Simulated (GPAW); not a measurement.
A run of GPAW 26.7.0 is set up as follows.

run.py

```python
import numpy as np
from ase.dft.bandgap import bandgap
from ase.io import read, write
from gpaw import GPAW, PW
from gpaw.response import ResponseContext, ResponseGroundStateAdapter
from gpaw.response.chiks import ChiKSCalculator
from gpaw.response.heisenberg import calculate_fm_magnon_energies
from gpaw.response.localft import LocalFTCalculator
from gpaw.response.mft import IsotropicExchangeCalculator
from gpaw.response.site_kernels import SphericalSiteKernels

atoms = read('FeO.cif')
atoms.set_initial_magnetic_moments([3.0, 0.0])

calc = GPAW(mode=PW(600),
            xc='LDA',
            kpts={'size': (9, 9, 9), 'gamma': True},
            occupations={'name': 'fermi-dirac', 'width': 0.05},
            nbands=17,
            convergence={'density': 1e-06},
            maxiter=150,
            txt='gpaw.txt')
atoms.calc = calc
energy = atoms.get_potential_energy()
calc.write('gs.gpw')
write('result.traj', atoms)
print(f'Energy: {energy:.6f} eV')
print('Moments:', calc.get_magnetic_moments().round(3))
print('Fermi level:', round(calc.get_fermi_level(), 4), 'eV')
print(f'Gap: {bandgap(calc)[0]:.4f} eV, direct: {bandgap(calc, direct=True)[0]:.4f} eV')

dense = calc.fixed_density(kpts={'size': (14, 14, 14), 'gamma': True},
                           nbands=29, convergence={'bands': 23},
                           update_fermi_level=True, txt='dense.txt')
dense.write('dense.gpw', mode='all')

sites = [0]
moments = calc.get_magnetic_moments()[sites]
q_qc = np.array([[0.0, 0.0, 0.0], [0.0714285714, 0.0, 0.0], [0.1428571429, 0.0, 0.0], [0.2142857143, 0.0, 0.0], [0.5, 0.0, 0.0]])
gs = ResponseGroundStateAdapter.from_gpw_file('dense.gpw')
context = ResponseContext(txt='mft.txt')
chiks = ChiKSCalculator(gs, context, ecut=150, nbands=23, gammacentered=True)
exchange = IsotropicExchangeCalculator(chiks, LocalFTCalculator.from_rshe_parameters(gs, context))
kernels = SphericalSiteKernels(atoms.positions[sites], [[1.08] * len(sites)])
J_qab = np.array([exchange(q_c, kernels)[..., 0] for q_c in q_qc])
E_qn = calculate_fm_magnon_energies(J_qab, q_qc, moments)
np.savetxt('exchange.dat', np.c_[q_qc, 1000 * J_qab.real.reshape((len(q_qc), -1))], fmt='%.4f')
np.savetxt('magnons.dat', np.c_[q_qc, 1000 * E_qn.real], fmt='%.4f')
for q_c, E_n in zip(q_qc, E_qn):
    print(q_c.round(4), 'magnon energies (meV):', (1000 * E_n.real).round(2))
```

The input FeO.cif:

```cif
data_FeO
_cell_length_a 3.06985759
_cell_length_b 3.06985759
_cell_length_c 3.06985759
_cell_angle_alpha 59.30691343
_cell_angle_beta 59.30691343
_cell_angle_gamma 59.30691343
_space_group_name_H-M_alt 'P1'
_space_group_name_Hall 'P 1'
_space_group_IT_number 1
loop_
_space_group_symop_operation_xyz
'x,y,z'
loop_
_atom_site_label
_atom_site_type_symbol
_atom_site_symmetry_multiplicity
_atom_site_Wyckoff_symbol
_atom_site_fract_x
_atom_site_fract_y
_atom_site_fract_z
_atom_site_occupancy
Fe1 Fe 1 a 0.0000000000 0.0000000000 0.0000000000 1
O1 O 1 a 0.5000000000 0.5000000000 0.5000000000 1
```

Potentials or basis: the program's PAW data sets (release 1.2.1) made for this functional, pw.

The run is started by

```bash
$ OMP_NUM_THREADS=1 python run.py
```

Task: Predict the band gap on the k mesh.

Result: None (metal or under the smearing width).

Task: Estimate the site moments.

Result: Fe +3.51; O +0.24 μB.

Caveat: the number of bands moves the energies at small q by some ten meV; the exchange constants hang on this mesh and on the site radius; a cell with one magnetic atom can't hold antiferromagnetic order, which such compounds often take; semilocal functionals often make such compounds metallic where correlation or magnetic order opens a gap, which also shifts bond lengths. With open d or f shells a metallic result of LDA can be an artefact of self-interaction; +U or a hybrid may open a gap.
